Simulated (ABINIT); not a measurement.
# MgO (Fm-3m) in ABINIT: settings compared, part 2 of 2

ABINIT 10.8.3 (patched build). Earlier steps stand in the parts before.

## Step 6: Equation of state, PBE

Contents of run.abi:

```
# Datasets: one volume each
ndtset 7
getwfk -1
scalecart1 3*0.9795861087
scalecart2 3*0.9864848297
scalecart3 3*0.9932883884
scalecart4 3*1.0000000000
scalecart5 3*1.0066227096
scalecart6 3*1.0131594038
scalecart7 3*1.0196128224

# Pseudopotentials
pp_dirpath "./"
pseudos "Mg.GGA_PBE-JTH.xml, O.GGA_PBE-JTH.xml"

# Structure
acell 2.9656078099 2.9656078099 2.9656078099 Angstrom
rprim
     0.0000000000     0.7071067812     0.7071067812
     0.7071067812     0.0000000000     0.7071067812
     0.7071067812     0.7071067812     0.0000000000
ntypat 2
znucl 12 8
natom 2
typat 1 2
xred
     0.0000000000     0.0000000000     0.0000000000
     0.5000000000     0.5000000000     0.5000000000

# Plane-wave basis
ecut 29.0
pawecutdg 51.0

# k points
kptopt 1
ngkpt 11 11 11
nshiftk 1
shiftk 0.0 0.0 0.0

# Exchange and correlation
ixc 11

# Bands and occupations
nband 12
occopt 3
tsmear 0.05 eV

# SCF cycle
nstep 100
tolvrs 1.0e-9

# Output
iomode 3
prtwf 1
prtden 0
prteig 0
prtebands 0
```

Potentials or basis: JTH PAW PBE v2.0.

Started as:

```console
$ abinit run.abi > log 2>&1
```

run.abo:

```text
.Version 10.8.3 of ABINIT
 DATASET    1 : space group Fm -3 m (#225); Bravais cF (face-center cubic)
================================================================================
 Values of the parameters that define the memory need for DATASET  1.
     intxc =       0    ionmov =       0      iscf =      17    lmnmax =       8
     lnmax =       4     mgfft =      30  mpssoang =       2    mqgrid =    3001
     natom =       2  nloc_mem =       2    nspden =       1   nspinor =       1
    nsppol =       1      nsym =      48    n1xccc =       1    ntypat =       2
    occopt =       3   xclevel =       2
       mpw =         895          nfft =       27000          nkpt =          56
 PAW method is used; the additional fine FFT grid is defined by:
   mgfftf=        36    nfftf =     46656
================================================================================
================================================================================
[... 71 lines left out ...]
 DATASET    7 : space group Fm -3 m (#225); Bravais cF (face-center cubic)
================================================================================
 Values of the parameters that define the memory need for DATASET  7.
     intxc =       0    ionmov =       0      iscf =      17    lmnmax =       8
     lnmax =       4     mgfft =      30  mpssoang =       2    mqgrid =    3001
     natom =       2  nloc_mem =       2    nspden =       1   nspinor =       1
    nsppol =       1      nsym =      48    n1xccc =       1    ntypat =       2
    occopt =       3   xclevel =       2
       mpw =         998          nfft =       27000          nkpt =          56
 PAW method is used; the additional fine FFT grid is defined by:
   mgfftf=        40    nfftf =     64000
================================================================================
================================================================================

--------------------------------------------------------------------------------
------------- Echo of variables that govern the present computation ------------
--------------------------------------------------------------------------------
 -outvars: echo values of preprocessed input variables --------
            acell      5.6041865576E+00  5.6041865576E+00  5.6041865576E+00 Bohr
              amu      2.43050000E+01  1.59994000E+01
             ecut      2.90000000E+01 Hartree
[... 164 lines left out ...]

   2.59069307E+02                                ecore*ucvol(ha*bohr**3)
--------------------------------------------------------------------------------

================================================================================

--- !BeginCycle
iteration_state: {dtset: 1, }
solver: {iscf: 17, nstep: 100, nline: 4, wfoptalg: 10, }
tolerances: {tolvrs: 1.00E-09, }
...
[... 1268 lines left out ...]
-Cartesian components of stress tensor (GPa)         [Pressure= -2.5860E+00 GPa]
- sigma(1 1)=  2.58596183E+00  sigma(3 2)=  0.00000000E+00
- sigma(2 2)=  2.58596183E+00  sigma(3 1)=  0.00000000E+00
- sigma(3 3)=  2.58596183E+00  sigma(2 1)=  0.00000000E+00

== END DATASET(S) ==============================================================
================================================================================

 -outvars: echo values of variables after computation  --------
            acell      5.6041865576E+00  5.6041865576E+00  5.6041865576E+00 Bohr
           etotal1    -7.9841031966E+01
           etotal2    -7.9842493384E+01
           etotal3    -7.9843591544E+01
           etotal4    -7.9844355457E+01
           etotal5    -7.9844820473E+01
           etotal6    -7.9845015340E+01
           etotal7    -7.9844961621E+01
            fcart1    -0.0000000000E+00 -0.0000000000E+00 -0.0000000000E+00
                      -0.0000000000E+00 -0.0000000000E+00 -0.0000000000E+00
            fcart2    -0.0000000000E+00 -0.0000000000E+00 -0.0000000000E+00
                      -0.0000000000E+00 -0.0000000000E+00 -0.0000000000E+00
            fcart3    -0.0000000000E+00 -0.0000000000E+00 -0.0000000000E+00
                      -0.0000000000E+00 -0.0000000000E+00 -0.0000000000E+00
            fcart4    -0.0000000000E+00 -0.0000000000E+00 -0.0000000000E+00
                      -0.0000000000E+00 -0.0000000000E+00 -0.0000000000E+00
            fcart5    -0.0000000000E+00 -0.0000000000E+00 -0.0000000000E+00
                      -0.0000000000E+00 -0.0000000000E+00 -0.0000000000E+00
[... 38 lines left out ...]
                       0.0000000000E+00  0.0000000000E+00  0.0000000000E+00
           xangst1     0.0000000000E+00  0.0000000000E+00  0.0000000000E+00
                       2.0541934343E+00  2.0541934343E+00  2.0541934343E+00
           xangst2     0.0000000000E+00  0.0000000000E+00  0.0000000000E+00
                       2.0686600618E+00  2.0686600618E+00  2.0686600618E+00
           xangst3     0.0000000000E+00  0.0000000000E+00  0.0000000000E+00
                       2.0829271339E+00  2.0829271339E+00  2.0829271339E+00
           xangst4     0.0000000000E+00  0.0000000000E+00  0.0000000000E+00
                       2.0970013928E+00  2.0970013928E+00  2.0970013928E+00
           xangst5     0.0000000000E+00  0.0000000000E+00  0.0000000000E+00
                       2.1108892240E+00  2.1108892240E+00  2.1108892240E+00
           xangst6     0.0000000000E+00  0.0000000000E+00  0.0000000000E+00
                       2.1245966809E+00  2.1245966809E+00  2.1245966809E+00
           xangst7     0.0000000000E+00  0.0000000000E+00  0.0000000000E+00
                       2.1381295086E+00  2.1381295086E+00  2.1381295086E+00
             xred      0.0000000000E+00  0.0000000000E+00  0.0000000000E+00
                       5.0000000000E-01  5.0000000000E-01  5.0000000000E-01
 Calculation completed.
```

It took 99 s on 1 thread of Arm Neoverse V2, shared host; peak memory 0.14 GiB.

Results:

```
Equilibrium volume                      : 9.64 Å³/atom
Bulk modulus                            : 148 GPa
Pressure derivative of the bulk modulus : 4.1
```

Energy against volume, from the lowest point:
```
volume (Å³/atom)  energy (meV/atom)
           8.668              54.20
           8.853              34.31
           9.037              19.37
           9.221               8.98
           9.406               2.65
           9.590               0.00
           9.775               0.73
```

Caveat: pressures at fixed basis lie under the slope of the energies.

## Step 7: Summary

| task | level | cutoff (eV) | fine-grid cutoff | V0 of scaled cells (Å³/atom) | B0 (GPa) |
| --- | --- | --- | --- | --- | --- |
| band structure | SCAN | 762 | 1360.57 eV | - | - |
| equation of state | BLYP+D3(BJ) | 626 | 1224.51 eV | 9.15 | 166 |
| equation of state | BP86+D3 | 626 | 1224.51 eV | 9.17 | 163 |
| equation of state | PBE+D2 | 626 | 1224.51 eV | 9.28 | 175 |
| equation of state | PBE | 789 | 1387.78 eV | 9.64 | 148 |

Alike in all rows: potentials or basis JTH PAW PBE v2.0; no spin polarisation; cell as given; k mesh 11 × 11 × 11; smearing fermi-dirac 0.05 eV.

Caveats: pressures at fixed basis lie under the slope of the energies (some runs); the PAW data sets were made with another functional, which shifts forces and pressure a little (some runs).

Total energies depend on the potentials used, so only differences within one code and one set of settings carry meaning.

## Step 8: Against experiment

Step 2. A measured gap of MgO is 7.83 eV (quoted in “Electronic structure of alkaline earth and post-transition metal oxides”, 2009, arxiv:0908.1581); the calculated 5.74 eV misses it by -2.09 eV. The value is that of SCAN, without temperature or zero-point motion. The cell is a database's relaxed one, not the measured one, which moves gaps too.
